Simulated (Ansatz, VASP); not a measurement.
**Two plane-wave programs on Ti**

File INCAR:

```
  PREC = Accurate
  ENCUT = 520
  EDIFF = 1E-6
  ISMEAR = 0
  SIGMA = 0.1
  LREAL = F
  LASPH = T
  NELM = 100
  ALGO = Normal
  ISIF = 2
  LWAVE = F
  LCHARG = F
  GGA = PE
  NBANDS = 12
```

File KPOINTS:

```
Automatic mesh
0
Gamma
  18 18 18
```

File POSCAR:

```
Ti
1.0
   -1.5933453600      1.5933453600      1.5933453600
    1.5933453600     -1.5933453600      1.5933453600
    1.5933453600      1.5933453600     -1.5933453600
Ti
1
Direct
    0.0000000000      0.0000000000      0.0000000000
```

Input for Ansatz:

```yaml
crystal:
  lattice:
    - [-1.59334536, 1.59334536, 1.59334536]
    - [1.59334536, -1.59334536, 1.59334536]
    - [1.59334536, 1.59334536, -1.59334536]
  atoms:
    - { symbol: Ti, position: [0.0, 0.0, 0.0] }
basis:
  ecutwfc: 420
kpoints:
  mp_grid: { grid: [18, 18, 18] }
hamiltonian:
  xc: pbe
scf:
  occupations: { method: gaussian, width: 0.1 }
output:
  forces: true
  stress: true
  eigenvalues: true
```

Alike in both runs: task single point; functional PBE; k mesh 18 × 18 × 18; occupations gaussian, width 0.1 eV; no spin polarisation.

```csv
,VASP,Ansatz
version,VASP 6.6.1,Ansatz 0.2.0
potentials or method,"VASP PAW PBE potentials, release 64 (Ti_sv)","scalar-relativistic, plane waves, PAW"
plane-wave cutoff (eV),520,420
valence electrons in the cell,12,12
```

|  | VASP | Ansatz | Ansatz less VASP |
| --- | --- | --- | --- |
| gap on the k mesh at the Fermi level (eV) | none | none | - |
| pressure (GPa) | 7.3 | 7.6 | +0.35 |

A gap of «none» marks a metal or a gap that the smearing closes. The functional is the same, so the differences come from potentials, cutoffs and numerics.
